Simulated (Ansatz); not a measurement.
A run of Ansatz 0.2.0 is set up as follows.

input.yaml

```yaml
crystal:
  lattice:
    - [0.0, 1.895, 1.895]
    - [1.895, 0.0, 1.895]
    - [1.895, 1.895, 0.0]
  atoms:
    - { symbol: V, position: [0.0, 0.0, 0.0], spin: 2.0 }
hamiltonian:
  xc: r2scan
  pseudopotentials: { kind: paw, source: ansatz }
  dispersion: rvv10
  hubbard: { sites: [{ species: V, l: d, u_eff: 5.3 }], projectors: atomic }
magnetization:
  spin_polarized: true
kpoints:
  mp_grid: { grid: [12, 12, 12] }
  band_path:
    path:
      - [[0.0, 0.0, 0.0], [0.5, 0.0, 0.5], [0.5, 0.25, 0.75], [0.375, 0.375, 0.75], [0.0, 0.0, 0.0], [0.5, 0.5, 0.5], [0.625, 0.25, 0.625], [0.5, 0.25, 0.75], [0.5, 0.5, 0.5], [0.375, 0.375, 0.75]]
      - [[0.625, 0.25, 0.625], [0.5, 0.0, 0.5]]
    npoints: 14
scf:
  occupations: { method: fermi_dirac, width: 0.1 }
  n_extra_bands: 6
  mixing: { preconditioner: ldos }
output:
  forces: true
  stress: true
  eigenvalues: true
  fatbands: false
accuracy: medium
```

Potentials or basis: Ansatz PAW earlier set.

Command:

```console
$ ansatz run input.yaml --threads 1 --pin off --max-ram 2560MiB --backend cpu --events-out ev --progress --plain --runs-dir out
```

**Question.** Estimate the net moment.

**Answer.** 4.00 μB per cell.

**Question.** Estimate the absolute moment.

**Answer.** 4.00 μB per cell.

**Question.** What does it give for the site moments?

**Answer.** V +3.30 μB.

Levels at the corners of the path, in eV from the Fermi level:
Spin up:
| point | band 4 | band 5 | band 6 | band 7 | band 8 | band 9 | band 10 | band 11 | band 12 | band 13 |
| --- | --- | --- | --- | --- | --- | --- | --- | --- | --- | --- |
| Γ | -39.90 | -9.89 | -2.64 | -2.64 | -2.64 | -1.66 | -1.66 | 15.63 | 21.57 | 21.57 |
| X | -40.25 | -9.30 | -6.46 | -0.17 | 0.98 | 1.50 | 1.50 | 10.57 | 12.07 | 12.07 |
| W | -40.33 | -7.45 | -4.34 | -4.34 | -2.09 | 1.50 | 7.89 | 7.89 | 10.24 | 10.77 |
| K | -40.18 | -7.75 | -5.64 | -2.68 | -1.51 | 0.93 | 6.31 | 7.33 | 10.53 | 14.93 |
| Γ | -39.90 | -9.89 | -2.64 | -2.64 | -2.64 | -1.66 | -1.66 | 15.63 | 21.57 | 21.57 |
| L | -40.02 | -7.55 | -3.73 | -3.73 | -1.64 | 0.71 | 0.71 | 7.92 | 14.98 | 21.14 |
| U | -40.18 | -7.75 | -5.64 | -2.68 | -1.51 | 0.93 | 6.31 | 7.33 | 10.53 | 14.93 |
| W | -40.33 | -7.45 | -4.34 | -4.34 | -2.09 | 1.50 | 7.89 | 7.89 | 10.24 | 10.77 |
| L | -40.02 | -7.55 | -3.73 | -3.73 | -1.64 | 0.71 | 0.71 | 7.92 | 14.98 | 21.14 |
| K | -40.18 | -7.75 | -5.64 | -2.68 | -1.51 | 0.93 | 6.31 | 7.33 | 10.53 | 14.93 |
| U | -40.18 | -7.75 | -5.64 | -2.68 | -1.51 | 0.93 | 6.31 | 7.33 | 10.53 | 14.93 |
| X | -40.25 | -9.30 | -6.46 | -0.17 | 0.98 | 1.50 | 1.50 | 10.57 | 12.07 | 12.07 |
Spin down:
```csv
point,band 2,band 3,band 4,band 5,band 6,band 7,band 8
Γ,-35.96,-35.96,-35.96,-6.77,4.83,4.83,4.83
X,-36.88,-36.30,-36.30,0.60,2.15,4.59,8.08
W,-36.53,-36.53,-36.26,1.32,3.07,3.07,6.20
K,-36.66,-36.45,-36.22,1.17,2.40,3.73,6.82
Γ,-35.96,-35.96,-35.96,-6.77,4.83,4.83,4.83
L,-36.96,-36.08,-36.08,0.99,1.16,4.76,4.76
U,-36.66,-36.45,-36.22,1.17,2.40,3.73,6.82
W,-36.53,-36.53,-36.26,1.32,3.07,3.07,6.20
L,-36.96,-36.08,-36.08,0.99,1.16,4.76,4.76
K,-36.66,-36.45,-36.22,1.17,2.40,3.73,6.82
U,-36.66,-36.45,-36.22,1.17,2.40,3.73,6.82
X,-36.88,-36.30,-36.30,0.60,2.15,4.59,8.08
```

Caveat: the magnetic or orbital state may not be the lowest; the U is typed as a test and isn't derived for this compound. The state reached can hang on the start; a lower one may exist.
